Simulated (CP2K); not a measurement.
## In in CP2K: the effect of functional

Crystal: In.

```
In
1.0
     3.37691    0.00000    0.00000
     0.24723    3.36784    0.00000
    -1.81207   -1.68392    2.29876
In
1
Cartesian
  0.0000 0.0000 0.0000
```

Alike in all runs:

| Quantity | Value |
| --- | --- |
| Program | CP2K 2026.2 |
| Task | single point |
| Potentials or basis | POTENTIAL_UZH In GTH-PBE-q13; TZVP-MOLOPT-PBE-GTH basis |
| Density cutoff | 9184 eV |
| k mesh | 11 × 11 × 11 |
| Occupations | fermi-dirac, width 0.05 eV |
| Spin | no spin polarisation |

```tsv
functional	pressure (GPa)
PBE	2.3
LDA	-1.8
PBEsol	-0.5
PW91	2.5
HLE16	-6.1
OLYP	2.6
M06-L	?
```

What does the run with functional M06-L give?

Pressure 1.1 GPa.

Caveats: the basis of atomic orbitals isn't converged, which shifts pressures, moduli and gaps; the potentials were made for another functional, which shifts forces and pressure (some runs); the potentials were made for a functional far from this one (some runs).
